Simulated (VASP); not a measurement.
# BN (F-43m) in VASP: notebook

The runs below take BN through single point, relaxation of cell and atoms, with PBE+D3(BJ).

Program: VASP 6.6.1. These are calculated values, not measurements. Logs are shortened: lines on timing, memory, paths and dates and some standing lists are left out, and cuts for length are marked.

**The experiment to reproduce.**

A printed reference work, monograph reports, for a bulk crystal of BN at 300 K: band gap 6.4 eV (indirect).

The results are compared with them further down.

## Step 1: The cell of the first run

Symmetry: F-43m, No. 216, cubic system. The conventional cell has a = 3.607 Å, b = 3.607 Å, c = 3.607 Å, α = 90.00°, β = 90.00°, γ = 90.00°. Within 2.1 Å of B (site symmetry -43m) lie 4 N at 1.56 Å. N (site symmetry -43m) has 4 B at 1.56 Å within 2.1 Å.

## Step 2: Single point, PBE+D3(BJ)

Contents of INCAR:

```
SYSTEM = BN
ALGO = Normal
EDIFF = 1E-6
ENCUT = 600
GGA = PE
GGA_COMPAT = .False.
ISIF = 2
ISMEAR = 0
IVDW = 12
LASPH = .True.
LCHARG = .False.
LREAL = .False.
LWAVE = .False.
NBANDS = 11
NELM = 120
PREC = Accurate
SIGMA = 0.02
```

Contents of KPOINTS:

```
k-points
0
Gamma
  12 12 12
  0 0 0
```

Contents of POSCAR:

```
BN
1.0
    0.0000000000      1.8032542437      1.8032542437
    1.8032542437      0.0000000000      1.8032542437
    1.8032542437      1.8032542437      0.0000000000
B N
1 1
Direct
    0.0000000000      0.0000000000      0.0000000000
    0.7500000000      0.7500000000      0.7500000000
```

Potentials or basis: VASP PAW PBE potentials, release 64 (B, N).

Command:

```console
cat potpaw_PBE.64/B/POTCAR potpaw_PBE.64/N/POTCAR > POTCAR
mpirun -np 1 vasp_std > vasp.out
```

OUTCAR:

```text
SYSTEM = BN
   EDIFF = 1E-6
   ENCUT = 600
   GGA = PE
   ISIF = 2
   ISMEAR = 0
   IVDW = 12
   LASPH = .True.
   LREAL = .False.
   NELM = 120
   PREC = Accurate
 IVDW          = 12

 ion  position               nearest neighbor table
   1  0.000  0.000  0.000-   2 1.56   2 1.56   2 1.56   2 1.56
   2  0.750  0.750  0.750-   1 1.56   1 1.56   1 1.56   1 1.56

  LATTYP: Found a face centered cubic cell.
 ALAT       =     3.6065084874

  Lattice vectors:

 A1 = (   0.0000000000,   1.8032542437,   1.8032542437)
 A2 = (   1.8032542437,   0.0000000000,   1.8032542437)
 A3 = (   1.8032542437,   1.8032542437,   0.0000000000)

Analysis of symmetry for initial positions (statically):
=====================================================================
 Subroutine PRICEL returns:
 Original cell was already a primitive cell.

 Routine SETGRP: Setting up the symmetry group for a
 face centered cubic supercell.

 Subroutine GETGRP returns: Found 24 space group operations
 (whereof 24 operations were pure point group operations)
 out of a pool of 48 trial point group operations.

The static configuration has the point symmetry T_d .

Analysis of symmetry for dynamics (positions and initial velocities):
=====================================================================
 Subroutine PRICEL returns:
 Original cell was already a primitive cell.

 Routine SETGRP: Setting up the symmetry group for a
 face centered cubic supercell.

 Subroutine GETGRP returns: Found 24 space group operations
 (whereof 24 operations were pure point group operations)
 out of a pool of 48 trial point group operations.

The dynamic configuration has the point symmetry T_d .

 Subroutine INISYM returns: Found 24 space group operations
 (whereof 24 operations are pure point group operations),
 and found     1 'primitive' translations

----------------------------------------------------------------------------------------

                                     Primitive cell

  volume of cell :      11.7274

  direct lattice vectors                    reciprocal lattice vectors
     0.000000000  1.803254244  1.803254244    -0.277276486  0.277276486  0.277276486
     1.803254244  0.000000000  1.803254244     0.277276486 -0.277276486  0.277276486
     1.803254244  1.803254244  0.000000000     0.277276486  0.277276486 -0.277276486

  length of vectors
     2.550186608  2.550186608  2.550186608     0.480256961  0.480256961  0.480256961

  position of ions in fractional coordinates (direct lattice)
     0.000000000  0.000000000  0.000000000
     0.750000000  0.750000000  0.750000000

  ion indices of the primitive-cell ions
   primitive index   ion index
                 1           1
                 2           2

----------------------------------------------------------------------------------------

 KPOINTS: k-points

Automatic generation of k-mesh.
 Grid dimensions read from file:
 generate k-points for:   12   12   12

 Generating k-lattice:

  Cartesian coordinates                     Fractional coordinates (reciprocal lattice)
    -0.023106374  0.023106374  0.023106374     0.083333333  0.000000000  0.000000000
     0.023106374 -0.023106374  0.023106374     0.000000000  0.083333333  0.000000000
     0.023106374  0.023106374 -0.023106374     0.000000000  0.000000000  0.083333333

  Length of vectors
     0.040021413  0.040021413  0.040021413

  Shift w.r.t. Gamma in fractional coordinates (k-lattice)
     0.000000000  0.000000000  0.000000000

 Subroutine IBZKPT returns following result:
 ===========================================

 Found     72 irreducible k-points:

 Following reciprocal coordinates:
            Coordinates               Weight
  0.000000  0.000000  0.000000      1.000000
  0.083333  0.000000  0.000000      8.000000
  0.166667  0.000000  0.000000      8.000000
  0.250000  0.000000  0.000000      8.000000
  0.333333  0.000000  0.000000      8.000000
  0.416667  0.000000  0.000000      8.000000
[... 16 lines left out ...]
  0.500000  0.166667  0.000000     24.000000
 -0.416667  0.166667  0.000000     24.000000
 [... further k-points ...]
   k-points           NKPTS =     72   k-points in BZ     NKDIM =     72   number of bands    NBANDS=     11
   number of dos      NEDOS =    301   number of ions     NIONS =      2
   total plane-waves  NPLWV =   8000
   dimension x,y,z NGX =    20 NGY =   20 NGZ =   20
   dimension x,y,z NGXF=    40 NGYF=   40 NGZF=   40
   ions per type =               1   1
   NGX,Y,Z   is equivalent  to a cutoff of  13.04, 13.04, 13.04 a.u.
   NGXF,Y,Z  is equivalent  to a cutoff of  26.08, 26.08, 26.08 a.u.
 SYSTEM =  BN
   PREC   = accura    normal or accurate (medium, high low for compatibility)
   ISTART =      0    job   : 0-new  1-cont  2-samecut
   ICHARG =      2    charge: 1-file 2-atom 10-const
   ISPIN  =      1    spin polarized calculation?
   LNONCOLLINEAR =      F non collinear calculations
   LSORBIT =      F    spin-orbit coupling
   LASPH  =      T    aspherical Exc in radial PAW
   ENCUT  =  600.0 eV  44.10 Ry    6.64 a.u.   5.09  5.09  5.09*2*pi/ulx,y,z
   NELM   =    120;   NELMIN=  2; NELMDL= -5     # of ELM steps
   EDIFF  = 0.1E-05   stopping-criterion for ELM
   LREAL  =      F    real-space projection
   EDIFFG = 0.1E-04   stopping-criterion for IOM
   NSW    =      0    number of steps for IOM
   IBRION =     -1    ionic relax: 0-MD 1-quasi-New 2-CG
   NFREE  =      0    steps in history (QN), initial steepest desc. (CG)
   ISIF   =      2    stress and relaxation
   ISYM   =      2    0-nonsym 1-usesym 2-fastsym
   POTIM  = 0.5000    time-step for ionic-motion
   TEBEG  =    0.0;   TEEND  =   0.0 temperature during run
   PSTRESS=    0.0 pullay stress
   NELECT =       8.0000    total number of electrons
   NUPDOWN=      -1.0000    fix difference up-down
   EMIN   =  10.00;   EMAX   =-10.00  energy-range for DOS
   EFERMI =   0.00;   METHOD = LEGACY
   ISMEAR =     0;   SIGMA  =   0.02  broadening in eV -4-tet -1-fermi 0-gaus
   EFERMI_NEDOS =   21; number of points for ismear=-14 and -15
   IALGO  =     38    algorithm
   IMIX   =      4    mixing-type and parameters
     AMIX     =   0.40;   BMIX     =  1.00
     AMIX_MAG =   1.60;   BMIX_MAG =  1.00
  volume/ion in A,a.u.               =       5.86        39.57
  Fermi-wavevector in a.u.,A,eV,Ry     =   1.441135  2.723349 28.257516  2.076869
  Thomas-Fermi vector in A             =   2.559801
   LORBIT       =      0    0 simple, 1 ext, 2 COOP (PROOUT), +10 PAW based schemes
   GGA     = PE    functional components
   LHFCALC =     F    Hartree Fock is set to
   AEXX    =    0.0000 exact exchange contribution
   IVDW    =    12    specifies the selected vdW correction
   LEPSILON=     F    determine dielectric tensor
   LRPA    =     F    only Hartree local field effects (RPA)
 non-spin polarized calculation
 Gauss-broadening in eV      SIGMA  =   0.02
  energy-cutoff  :      600.00
  volume of cell :       11.73
 maximum number of plane-waves:       399
   NGX = 11   NGY = 11   NGZ = 11

 number of electron       7.9999999 magnetization

 Free energy of the ion-electron system (eV)
  ---------------------------------------------------
  ext. energy  EPLUGINS =         0.00000000
  ---------------------------------------------------
  free energy    TOTEN  =       -17.45089725 eV

  energy without entropy =      -17.45089725  energy(sigma->0) =      -17.45089725

 E-fermi :   7.5909     XC(G=0): -12.8571

 val. band max:        7.4899132235   @ k =   0.0000   0.0000   0.0000
 cond. band min:      11.9565688526   @ k =   0.5000   0.5000   0.0000
 fundamental gap:      4.4666556291
 Fermi energy:         7.5908866273

 k-point     1 :       0.0000    0.0000    0.0000
  band No.  band energies     occupation
      1     -12.8214      2.00000
      2       7.4899      2.00000
      3       7.4899      2.00000
      4       7.4899      2.00000
      5      16.3433      0.00000
      6      16.3433      0.00000
      7      16.3433      0.00000
      8      17.9548      0.00000
      9      32.3750      0.00000
     10      35.3428      0.00000
     11      35.3428      0.00000

 k-point     2 :       0.0833    0.0000    0.0000
  band No.  band energies     occupation
      1     -12.6515      2.00000
      2       6.5733      2.00000
      3       7.3077      2.00000
      4       7.3077      2.00000
      5      16.5637      0.00000
      6      16.6196      0.00000
      7      16.6196      0.00000
      8      18.5111      0.00000
      9      32.1553      0.00000
     10      33.1214      0.00000
     11      33.1214      0.00000

 k-point     3 :       0.1667    0.0000    0.0000
  band No.  band energies     occupation
      1     -12.1479      2.00000
      2       4.4632      2.00000
      3       6.8648      2.00000
      4       6.8648      2.00000
      5      16.8960      0.00000
      6      17.2610      0.00000
      7      17.2610      0.00000
      8      19.8296      0.00000
      9      31.5583      0.00000
     10      31.5583      0.00000
     11      31.5804      0.00000

 k-point     4 :       0.2500    0.0000    0.0000
  band No.  band energies     occupation
      1     -11.3339      2.00000
      2       1.9836      2.00000
      3       6.3536      2.00000
      4       6.3536      2.00000
      5      17.2106      0.00000
      6      17.8722      0.00000
      7      17.8722      0.00000
      8      21.1542      0.00000
      9      31.0284      0.00000
     10      31.1556      0.00000
     11      31.1556      0.00000

 k-point     5 :       0.3333    0.0000    0.0000
  band No.  band energies     occupation
      1     -10.2726      2.00000
      2      -0.4201      2.00000
      3       5.9178      2.00000
      4       5.9178      2.00000
      5      17.4826      0.00000
      6      18.1840      0.00000
      7      18.1840      0.00000
      8      22.1082      0.00000
      9      30.8122      0.00000
     10      31.9616      0.00000
     11      31.9616      0.00000
[... 211 lines left out ...]
 k-point    21 :       0.3333    0.1667    0.0000
  band No.  band energies     occupation
      1     -10.4433      2.00000
      2       1.3780      2.00000
      3       4.6979      2.00000
      4       4.9907      2.00000
      5      15.6235      0.00000
      6      19.8768      0.00000
      7      20.3498      0.00000
      8      20.3517      0.00000
      9      27.0459      0.00000
     10      34.0772      0.00000
     11      35.7175      0.00000

 k-point    22 :       0.4167    0.1667    0.0000
  band No.  band energies     occupation
      1      -9.3697      2.00000
      2      -0.7281      2.00000
      3       4.3382      2.00000
      4       4.5132      2.00000
      5      16.0309      0.00000
      6      19.9915      0.00000
      7      20.4331      0.00000
      8      21.3297      0.00000
      9      27.9675      0.00000
     10      33.8553      0.00000
     11      36.0078      0.00000

 k-point    23 :       0.5000    0.1667    0.0000
  band No.  band energies     occupation
      1      -8.3930      2.00000
      2      -2.2970      2.00000
      3       3.7483      2.00000
      4       4.5867      2.00000
      5      16.3851      0.00000
      6      19.9295      0.00000
      7      20.1850      0.00000
      8      22.6463      0.00000
      9      28.3428      0.00000
     10      34.0373      0.00000
     11      35.2116      0.00000

 k-point    24 :      -0.4167    0.1667    0.0000
  band No.  band energies     occupation
      1      -8.2055      2.00000
      2      -2.5686      2.00000
      3       3.3431      2.00000
      4       4.9043      2.00000
      5      16.8392      0.00000
      6      19.7846      0.00000
      7      19.7860      0.00000
      8      23.2720      0.00000
      9      28.6312      0.00000
     10      32.9278      0.00000
     11      34.3117      0.00000

 [... further k-points ...]

------------------------ aborting loop because EDIFF is reached ----------------------------------------

 Edisp (eV)   -0.42133

 E8    (eV) :    -0.1245

  FORCE on cell =-STRESS in cart. coord.  units (eV):
  Direction    XX          YY          ZZ          XY          YZ          ZX
  --------------------------------------------------------------------------------------
  -------------------------------------------------------------------------------------
  Total       0.00102     0.00102     0.00102     0.00000     0.00000    -0.00000
  in kB       0.13905     0.13905     0.13905     0.00000     0.00000    -0.00000
  external pressure =        0.14 kB  Pullay stress =        0.00 kB

 VOLUME and BASIS-vectors are now :
 -----------------------------------------------------------------------------
  energy-cutoff  :      600.00
  volume of cell :       11.73
      direct lattice vectors                 reciprocal lattice vectors
     0.000000000  1.803254244  1.803254244    -0.277276486  0.277276486  0.277276486
     1.803254244  0.000000000  1.803254244     0.277276486 -0.277276486  0.277276486
     1.803254244  1.803254244  0.000000000     0.277276486  0.277276486 -0.277276486

 POSITION                                       TOTAL-FORCE (eV/Angst)
 -----------------------------------------------------------------------------------
      0.00000      0.00000      0.00000         0.000000      0.000000      0.000000
      2.70488      2.70488      2.70488        -0.000000     -0.000000     -0.000000
 -----------------------------------------------------------------------------------
    total drift:                               -0.000000     -0.000000     -0.000000

  FREE ENERGIE OF THE ION-ELECTRON SYSTEM (eV)
  ---------------------------------------------------
  free  energy   TOTEN  =       -17.8722283021 eV

  energy  without entropy=      -17.8722283021  energy(sigma->0) =      -17.87222830
```

It took 14 s on 1 thread of Intel Xeon 8259CL, shared host; peak memory 0.13 GiB.

Results:

```yaml
Free_energy: -17.8722 eV
Pressure: 0.0 GPa
Band_gap_on_the_k_mesh: 4.47 eV, indirect (least direct gap 8.85 eV)
Dispersion_energy_per_atom: -0.211 eV
```

(Continued in part 2 of 2.)
